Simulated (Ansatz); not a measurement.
InSe:

```
In Se
1.0
     4.04733    0.00000    0.00000
    -2.02366    3.50509    0.00000
     0.00000    0.00000   18.05206
In Se
4 4
Direct
  0.33333 0.66667 0.07739
  0.33333 0.66667 0.92261
  0.00000 0.00000 0.42261
  0.00000 0.00000 0.57739
  0.33333 0.66667 0.35298
  0.33333 0.66667 0.64702
  0.66667 0.33333 0.14700
  0.66667 0.33333 0.85300
```

Measurements of this composition are mostly on another form, of space group No. 160.

- Program: Ansatz 0.2.0
- Task: relaxation of cell and atoms
- Functional: PBEsol
- Potentials or basis: Ansatz PAW
- Cutoff: 420 eV (not typed: the program's choice for these potentials)
- k mesh: 8 × 8 × 2
- Occupations: fermi-dirac, width 0.05 eV
- Spin: no spin polarisation

At the start: volume 32.01 Å³/atom.

Question: How do energy, volume and symmetry change on relaxing?

Answer: It ends after 8 steps and the volume is 29.34 Å³/atom (-8.4 %); space group P-6m2 (No. 187, to 0.05 Å).

The path:
```tsv
step	energy change (eV)	largest force (eV/Å)	volume (Å³)
1	0.0000	0.0609	256.09
2	-0.0165	0.2263	241.82
3	-0.0355	0.0083	243.81
4	-0.0464	0.0284	240.48
5	-0.0530	0.0028	236.94
6	-0.0542	0.0052	233.80
7	-0.0543	0.0011	234.68
8	-0.0512	0.0009	234.68
```

Final structure:
```xyz
8
Lattice="4.0087 0.0000 0.0000 -2.0044 3.4717 0.0000 0.0000 0.0000 16.8630" Properties=species:S:1:pos:R:3 pbc="T T T"
In    0.0000    2.3144    1.3882
In    0.0000    2.3144   15.4748
In    0.0000    0.0000    7.0432
In    0.0000    0.0000    9.8198
Se    0.0000    2.3144    5.7660
Se    0.0000    2.3144   11.0970
Se    2.0044    1.1572    2.6655
Se    2.0044    1.1572   14.1975
```

Caveat: the plane-wave basis is chosen anew once the cell has moved, so the energies of steps on either side of that aren't comparable; this functional lacks dispersion, which binds the layers, so the pressure and a relaxed spacing across them are unreliable; the PAW data sets come from PBE, with cores solved anew for the run's functional, which leaves a small shift of forces and pressure.
